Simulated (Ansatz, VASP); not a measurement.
## Rh: VASP beside Ansatz

INCAR

```
SYSTEM = Rh
ALGO = Fast ; EDIFF = 1E-6
ENCUT = 520 ; ISIF = 2
ISMEAR = 0 ; LASPH = .True.
LCHARG = .True. ; LELF = .True.
LREAL = .False. ; LVHAR = .True.
LWAVE = .False. ; NBANDS = 14
NELM = 100 ; PREC = Accurate
SIGMA = 0.15
```

The input KPOINTS:

```
k-points
0
Gamma
  22 22 22
  0 0 0
```

The input POSCAR:

```
Rh
1.0
    0.0000000000      1.9015500000      1.9015500000
    1.9205655000      0.0000000000      1.9015500000
    1.9205655000      1.9015500000      0.0000000000
Rh
1
Direct
    0.0000000000      0.0000000000      0.0000000000
```

Input for Ansatz:

```yaml
crystal:
  lattice:
    - [0.0, 1.90155, 1.90155]
    - [1.9205655, 0.0, 1.90155]
    - [1.9205655, 1.90155, 0.0]
  atoms:
    - { symbol: Rh, position: [0.0, 0.0, 0.0] }
basis:
  ecutwfc: 420
kpoints:
  mp_grid: { grid: [22, 22, 22] }
hamiltonian:
  xc: lda
scf:
  occupations: { method: gaussian, width: 0.15 }
output:
  forces: true
  stress: true
  eigenvalues: true
```

Change from the starting cell: strain +0.0100 x Voigt [1, 0, 0, 0, 0, 0], atoms carried along.

Alike in both runs: task single point; functional LDA; k mesh 22 × 22 × 22; occupations gaussian, width 0.15 eV; no spin polarisation.

|  | VASP | Ansatz |
| --- | --- | --- |
| version | VASP 6.6.1 | Ansatz 0.2.0 |
| potentials or method | VASP PAW LDA potentials, release 64 (Rh_pv) | scalar-relativistic, plane waves, PAW |
| plane-wave cutoff (eV) | 520 | 420 |
| valence electrons in the cell | 15 | 17 |

|  | VASP | Ansatz | Ansatz less VASP |
| --- | --- | --- | --- |
| gap on the k mesh at the Fermi level (eV) | none | none | - |
| pressure (GPa) | -12.8 | -13.7 | -0.88 |
| largest component of the traceless stress (GPa) | 1.59 | 1.59 | +0.005 |

A gap of «none» marks a metal or a gap that the smearing closes. The two sets of potentials don't hold the same shells in valence.
